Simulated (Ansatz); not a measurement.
The system is Eu.

```
Eu
1.0
    -2.30300    2.30300    2.30300
     2.30300   -2.30300    2.30300
     2.30300    2.30300   -2.30300
Eu
1
Direct
  0.00000 0.00000 0.00000
```

Base run:

- Program: Ansatz 0.2.0
- Functional: PBEsol
- Potentials or basis: Ansatz PAW
- Cutoff: 420 eV (not typed: the program's choice for these potentials)
- k mesh: 7 × 7 × 7
- Occupations: fermi-dirac, width 0.05 eV
- Spin: collinear spin, ferromagnetic start
- Starting moments: [8.8] μB
- Fixed moment: 8.8 μB

Its results: pressure -2.8 GPa; site moments Eu +7.80 μB.

Q: After a change of settings the same cell gave: pressure -1.6 GPa; site moments Eu +5.96 μB. Which change was it?
A. fixed moment from 8.8 μB to 7 μB; moments at the start from [8.8] to [7.0]
B. fixed moment from 8.8 μB to 5.2 μB; moments at the start from [8.8] to [5.2]
C. fixed moment from 8.8 μB to 14 μB; moments at the start from [8.8] to [14.0]
D. fixed moment from 8.8 μB to 10.5 μB; moments at the start from [8.8] to [10.5]

A: B.

Caveats: the total moment is fixed, so each spin has its own Fermi level; the PAW data sets come from PBE, with cores solved anew for the run's functional, which leaves a small shift of forces and pressure; the thresholds are loose for stress.
